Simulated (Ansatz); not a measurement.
# SnO under changes of volume

One of the cells (17.769 Å³/atom); the others are scaled copies at fixed shape and fractional positions:

```
Sn O
1.0
     3.81370    0.00000    0.00000
     0.00000    3.81370    0.00000
     0.00000    0.00000    4.88691
Sn O
2 2
Direct
  0.50000 0.00000 0.76463
  0.00000 0.50000 0.23537
  0.00000 0.00000 0.00000
  0.50000 0.50000 0.00000
```

The cell is a database's computed one.

```yaml
Program: Ansatz 0.2.0
Functional: revPBE
Dispersion: D3(BJ)
Potentials_or_basis: Ansatz PAW
Cutoff: "420 eV (not typed: the program's choice for these potentials)"
k_mesh: 7 × 7 × 6
Occupations: fermi-dirac, width 0.05 eV
Spin: no spin polarisation
```

```tsv
volume (Å³/atom)	energy over the lowest point (meV/atom)	pressure (GPa)	gap on the mesh (eV)	largest force (eV/Å)
16.703	?	?	?	?
17.058	17.41	5.7	0.21	1.152
17.414	7.15	3.5	0.29	0.833
17.769	1.50	1.6	0.36	0.537
18.125	0.00	-0.2	0.44	0.263
18.480	2.29	-1.8	0.51	0.009
18.835	7.88	-3.2	0.57	0.229
```

Task: What does the run at 16.703 Å³/atom give?

Result: Energy over the lowest point 32.82 meV/atom; pressure 8.2 GPa; gap on the mesh 0.12 eV; largest force 1.501 eV/Å.

Worked out: A Birch-Murnaghan fit of order 3 (a polynomial in V^(-2/3)) to the other rows has its minimum at 18.08 Å³/atom with B0 = V·E''(V) = 87 GPa and B' = 4.3 at fixed shape and positions, which overstates the stiffness. It gives 32.79 meV/atom at 16.703 Å³/atom, against the run's 32.82, and -dE/dV = 8.2 GPa, against 8.2. A straight line through the other rows of the gap, of slope 3.66 eV per unit of ln V, extrapolates to 0.14 eV, against the run's 0.12.

Energies are extrapolated to zero smearing.

Caveats: odd divisions of the mesh miss points on the zone boundary, where band edges often lie, so the gap on the mesh can be too wide; spin-orbit coupling is left out, which moves the levels of the heavy elements; the PAW data sets come from PBE, with cores solved anew for the run's functional, which leaves a small shift of forces and pressure; forces of over 1 eV/Å show positions far from the minimum, so gaps and moduli don't describe the material at rest (some runs).

A mesh can miss the band edges.
